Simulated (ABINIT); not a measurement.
Fe: single point with PBEsol

Crystal: Fe.

```
CELL_PARAMETERS angstrom
0.00000 1.94174 1.96511
1.49844 0.00000 1.96511
1.49844 1.94174 0.00000
ATOMIC_POSITIONS crystal
Fe 0.00000 0.00000 0.00000
```

```
Program             : ABINIT 10.8.3 (patched build)
Task                : single point
Functional          : PBEsol
Potentials or basis : JTH PAW PBE v2.0
Cutoff              : 707 eV
k mesh              : 10 × 10 × 10
Occupations         : fermi-dirac, width 0.05 eV
Spin                : collinear spin, ferromagnetic start
Starting moments    : [3.0] μB
Fine-grid cutoff    : 1306.15 eV
```

```
Pressure                                              : -10.9 GPa
Band gap on the k mesh                                : none (metal or under the smearing width)
Net moment                                            : 2.17 μB per cell
Site moments                                          : Fe +2.21 μB
Valence electrons inside the program's atomic spheres : Fe 14.41 (radii [1.1194] Å)
```

Stress tensor (GPa, compression positive):
```
-16.85   0.00   0.00
  0.00  -7.24   0.00
  0.00   0.00  -8.68
```

Levels at points of the mesh, in eV from the Fermi level:
Spin up:
```tsv
k point	band 6	band 7	band 8	band 9	band 10	band 11	band 12	band 13
(0.00, 0.00, 0.00)	-2.47	-2.37	-2.03	-1.30	-0.91	23.41	24.90	25.16
(0.50, 0.00, 0.00)	-3.20	-1.37	-0.76	0.09	0.32	6.97	18.59	20.74
(0.50, 0.50, 0.00)	-3.75	-0.73	-0.66	0.40	0.64	7.67	17.03	18.33
(0.50, 0.00, 0.50)	-3.73	-0.75	-0.71	0.47	0.86	7.94	16.80	18.09
(0.00, 0.50, 0.50)	-4.74	-0.01	0.11	0.22	7.64	10.69	10.70	14.36
```
Spin down:
```tsv
k point	band 5	band 6	band 7	band 8	band 9	band 10
(0.00, 0.00, 0.00)	-8.33	-0.63	-0.49	0.01	1.23	1.82
(0.50, 0.00, 0.00)	-3.69	-1.43	0.28	1.11	1.88	2.56
(0.50, 0.50, 0.00)	-3.65	-2.14	0.85	1.87	2.02	2.61
(0.50, 0.00, 0.50)	-3.63	-2.09	1.08	1.82	1.96	2.64
(0.00, 0.50, 0.50)	-3.17	-2.97	2.27	2.29	2.36	7.97
```

Run time: 2 min on 1 thread of Intel(R) Xeon(R) Platinum 8259CL CPU @ 2.50GHz (Skylake/Cascade Lake) (shared host), peak memory 0.16 GiB.

Caveat: the PAW data sets were made with another functional, which shifts forces and pressure a little.
